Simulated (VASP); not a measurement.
Input of a VASP 6.6.1 run:

File INCAR:

```
SYSTEM = MnAs
ALGO = Normal
AMIX = 0.2
AMIX_MAG = 0.8
BMIX = 1E-4
BMIX_MAG = 1E-4
EDIFF = 1E-6
ENCUT = 520
GGA = PE
ICORELEVEL = 1
ISIF = 2
ISMEAR = 0
ISPIN = 2
LASPH = .True.
LCHARG = .False.
LMAXMIX = 4
LORBIT = 11
LREAL = .False.
LWAVE = .False.
MAGMOM = 4 0
NBANDS = 20
NELM = 150
PREC = Accurate
SIGMA = 0.03
```

File KPOINTS:

```
k-points
0
Gamma
  12 12 12
  0 0 0
```

File POSCAR:

```
MnAs                                    
1.0
   -0.0000000000      2.8311846671      2.8311846671
    2.8311846671     -0.0000000000      2.8311846671
    2.8311846671      2.8311846671      0.0000000000
  Mn              As            
     1     1
Direct
     1.0000000000000000    1.0000000000000000    1.0000000000000000
     0.2500000000000000    0.2500000000000000    0.2500000000000000
```

KPOINTS_OPT

```
explicit points
109
Reciprocal
 0.0000000000  0.0000000000  0.0000000000 1
 0.0555555556  0.0000000000  0.0555555556 1
 0.1111111111  0.0000000000  0.1111111111 1
 0.1666666667  0.0000000000  0.1666666667 1
 0.2222222222  0.0000000000  0.2222222222 1
 0.2777777778  0.0000000000  0.2777777778 1
 0.3333333333  0.0000000000  0.3333333333 1
 0.3888888889  0.0000000000  0.3888888889 1
 0.4444444444  0.0000000000  0.4444444444 1
 0.5000000000  0.0000000000  0.5000000000 1
 0.5000000000  0.0000000000  0.5000000000 1
 0.5000000000  0.0277777778  0.5277777778 1
 0.5000000000  0.0555555556  0.5555555556 1
 0.5000000000  0.0833333333  0.5833333333 1
 0.5000000000  0.1111111111  0.6111111111 1
 0.5000000000  0.1388888889  0.6388888889 1
 0.5000000000  0.1666666667  0.6666666667 1
 0.5000000000  0.1944444444  0.6944444444 1
 0.5000000000  0.2222222222  0.7222222222 1
 0.5000000000  0.2500000000  0.7500000000 1
 0.5000000000  0.2500000000  0.7500000000 1
 0.4861111111  0.2638888889  0.7500000000 1
 0.4722222222  0.2777777778  0.7500000000 1
 0.4583333333  0.2916666667  0.7500000000 1
 0.4444444444  0.3055555556  0.7500000000 1
 0.4305555556  0.3194444444  0.7500000000 1
 0.4166666667  0.3333333333  0.7500000000 1
 0.4027777778  0.3472222222  0.7500000000 1
 0.3888888889  0.3611111111  0.7500000000 1
 0.3750000000  0.3750000000  0.7500000000 1
 0.3750000000  0.3750000000  0.7500000000 1
 0.3333333333  0.3333333333  0.6666666667 1
 0.2916666667  0.2916666667  0.5833333333 1
 0.2500000000  0.2500000000  0.5000000000 1
 0.2083333333  0.2083333333  0.4166666667 1
 0.1666666667  0.1666666667  0.3333333333 1
 0.1250000000  0.1250000000  0.2500000000 1
 0.0833333333  0.0833333333  0.1666666667 1
 0.0416666667  0.0416666667  0.0833333333 1
 0.0000000000  0.0000000000  0.0000000000 1
 0.0000000000  0.0000000000  0.0000000000 1
 0.0555555556  0.0555555556  0.0555555556 1
 0.1111111111  0.1111111111  0.1111111111 1
 0.1666666667  0.1666666667  0.1666666667 1
 0.2222222222  0.2222222222  0.2222222222 1
 0.2777777778  0.2777777778  0.2777777778 1
 0.3333333333  0.3333333333  0.3333333333 1
 0.3888888889  0.3888888889  0.3888888889 1
 0.4444444444  0.4444444444  0.4444444444 1
 0.5000000000  0.5000000000  0.5000000000 1
 0.5000000000  0.5000000000  0.5000000000 1
 0.5138888889  0.4722222222  0.5138888889 1
 0.5277777778  0.4444444444  0.5277777778 1
 0.5416666667  0.4166666667  0.5416666667 1
 0.5555555556  0.3888888889  0.5555555556 1
 0.5694444444  0.3611111111  0.5694444444 1
 0.5833333333  0.3333333333  0.5833333333 1
 0.5972222222  0.3055555556  0.5972222222 1
 0.6111111111  0.2777777778  0.6111111111 1
 0.6250000000  0.2500000000  0.6250000000 1
 0.6250000000  0.2500000000  0.6250000000 1
 0.6111111111  0.2500000000  0.6388888889 1
 0.5972222222  0.2500000000  0.6527777778 1
 0.5833333333  0.2500000000  0.6666666667 1
 0.5694444444  0.2500000000  0.6805555556 1
 0.5555555556  0.2500000000  0.6944444444 1
 0.5416666667  0.2500000000  0.7083333333 1
 0.5277777778  0.2500000000  0.7222222222 1
 0.5138888889  0.2500000000  0.7361111111 1
 0.5000000000  0.2500000000  0.7500000000 1
 0.5000000000  0.2500000000  0.7500000000 1
 0.5000000000  0.2777777778  0.7222222222 1
 0.5000000000  0.3055555556  0.6944444444 1
 0.5000000000  0.3333333333  0.6666666667 1
 0.5000000000  0.3611111111  0.6388888889 1
 0.5000000000  0.3888888889  0.6111111111 1
 0.5000000000  0.4166666667  0.5833333333 1
 0.5000000000  0.4444444444  0.5555555556 1
 0.5000000000  0.4722222222  0.5277777778 1
 0.5000000000  0.5000000000  0.5000000000 1
 0.5000000000  0.5000000000  0.5000000000 1
 0.4861111111  0.4861111111  0.5277777778 1
 0.4722222222  0.4722222222  0.5555555556 1
 0.4583333333  0.4583333333  0.5833333333 1
 0.4444444444  0.4444444444  0.6111111111 1
 0.4305555556  0.4305555556  0.6388888889 1
 0.4166666667  0.4166666667  0.6666666667 1
 0.4027777778  0.4027777778  0.6944444444 1
 0.3888888889  0.3888888889  0.7222222222 1
 0.3750000000  0.3750000000  0.7500000000 1
 0.6250000000  0.2500000000  0.6250000000 1
 0.6111111111  0.2222222222  0.6111111111 1
 0.5972222222  0.1944444444  0.5972222222 1
 0.5833333333  0.1666666667  0.5833333333 1
 0.5694444444  0.1388888889  0.5694444444 1
 0.5555555556  0.1111111111  0.5555555556 1
 0.5416666667  0.0833333333  0.5416666667 1
 0.5277777778  0.0555555556  0.5277777778 1
 0.5138888889  0.0277777778  0.5138888889 1
 0.5000000000  0.0000000000  0.5000000000 1
 0.0000000000  0.0000000000  0.0000000000 1
 0.3750000000  0.3750000000  0.7500000000 1
 0.5000000000  0.5000000000  0.5000000000 1
 0.6250000000  0.2500000000  0.6250000000 1
 0.5000000000  0.2500000000  0.7500000000 1
 0.5000000000  0.0000000000  0.5000000000 1
 0.4000000000  0.0000000000  0.4000000000 1
 0.4250000000  0.0000000000  0.4250000000 1
 0.4500000000  0.0000000000  0.4500000000 1
```

Potentials or basis: VASP PAW PBE potentials, release 64 (Mn_pv, As).

Run with:

```bash
$ cat potpaw_PBE.64/Mn_pv/POTCAR potpaw_PBE.64/As/POTCAR > POTCAR
$ mpirun -np 1 vasp_std > vasp.out
```

(1) Estimate the net moment.

(2) Estimate the band gap along the path.

(3) What does it give for the site moments?

Answers

(1) 3.71 μB per cell.

(2) none (metal or under the smearing width).

(3) Mn +3.65; As -0.16 μB.

Caveat: a cell with one magnetic atom can't hold antiferromagnetic order, which such compounds often take.
